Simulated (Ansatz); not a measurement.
# A series in volume per atom on C

All results are calculated (Ansatz 0.2.0 development build). Equation of state of a cubic crystal from periodic Kohn-Sham density functional theory without spin; pressure corrected for the finite basis.

Cell of the first row (space group Pm-3m, No. 221):
```
CELL_PARAMETERS angstrom
1.74030 0.00000 0.00000
0.00000 1.74030 0.00000
0.00000 0.00000 1.74030
ATOMIC_POSITIONS crystal
C 0.00000 0.00000 0.00000
```

Settings of every row: formula C; structure type simple cubic; functional PBE; spin treatment none; k mesh 21x21x21; occupation method fermi-dirac; occupation width 0.061225619 eV; wave cutoff 420 eV; datasets soft-1 PAW; density cutoff ratio 4.

Limits: a cubic model structure, not a phase known at ambient conditions; modest k-mesh, values are not fully converged in k.

```
row  volume per atom (Å³)  pressure (GPa)  energy above lowest point (meV/atom)
  1                 5.271          19.265                                 18.03
  2                 5.383          11.733                                  7.24
  3                 5.495            5.08                                  1.38
  4                 5.607               ?                                     ?
  5                 5.719          -6.649                                   2.7
  6                 5.832         -11.833                                  9.19
  7                 5.944         -16.575                                 19.18
```

Question: what pressure should row 4 give?

Worked fit of pressure. Take u = (V_r/V)^(2/3) − 1 with V_r = 5.607 Å³ an atom, which is twice the finite (Eulerian) strain; such expansions in the strain, on which the Birch-Murnaghan equation of state is built, carry the rest volume and the bulk modulus. The shown rows have u = 0.04206, 0.02755, 0.01354, -0.0131, -0.02589, -0.03816. Least squares give pressure = −1.0742 + 441.757 × u + 961.3 × u² GPa; a straight line predicts inner rows, each left out in turn, worse (root mean square 0.57 against 0.082 GPa). The rows lie off it by 0.058, -0.093, -0.003, 0.047, 0.034, -0.043 (root mean square 0.054 GPa). The pressure vanishes at u = 0.0024, or V = 5.587 Å³ an atom, and there the bulk modulus at fixed shape and fractions is B = −V dP/dV = (2/3)(1 + u) dP/du = 298 GPa. The withheld row has u = 0, so the fit gives −1.0742 + 441.757 × (0) + 961.3 × (0)² = -1.074 GPa.

The calculation gave -1.012 GPa. The fit lies 0.062 GPa (6.1 % of the value, 0.17 % of the column's range) below it; its largest miss of a shown row is 0.093 GPa.

The other values of row 4: energy above lowest point 0 meV/atom.
